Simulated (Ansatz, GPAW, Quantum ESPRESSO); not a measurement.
FeO: 3 runs at one level of theory

```
Fe O
1.0
     0.00000    2.15540    2.15540
     2.15540    0.00000    2.15540
     2.15540    2.15540    0.00000
Fe O
1 1
Direct
  0.00000 0.00000 0.00000
  0.50000 0.50000 0.50000
```

Alike in all runs: task band structure; functional PBEsol; k mesh 11 × 11 × 11; occupations fermi-dirac, width 0.05 eV; collinear spin, ferromagnetic start; no spin-orbit coupling. The measured crystal is an antiferromagnetic insulator; the state found here is the runs' own. Pressure is positive in compression and, in plane waves, holds the error of the finite cutoff.

```json
{"program and potentials": "Ansatz, all-electron LAPW, scalar-relativistic", "plane-wave cutoff (eV)": "-", "notes": "-", "pressure (GPa)": "-8.58", "net moment per atom (μB)": "2.00"}
{"program and potentials": "GPAW, PAW data sets generated for this functional", "plane-wave cutoff (eV)": "800", "notes": "7 valence electrons an atom on average", "pressure (GPa)": "-7.00", "net moment per atom (μB)": "2.00"}
{"program and potentials": "Quantum ESPRESSO, PseudoDojo 0.4.1 SR PBEsol standard", "plane-wave cutoff (eV)": "1225", "notes": "11 valence electrons an atom on average", "pressure (GPa)": "-9.15", "net moment per atom (μB)": "2.00"}
```

The pressure spans -9.15 (Quantum ESPRESSO, PseudoDojo 0.4.1 SR PBEsol standard) to -7.00 GPa (GPAW, PAW data sets generated for this functional), with all-electron results at -8.58. All agree on the net moment per atom. The state is the one that the start led to, which needn't be the lowest.

Differences between rows come from potentials, basis sets and numerical settings, since the functional is the same but for its coding. Runs on potential files found faulty are left out.
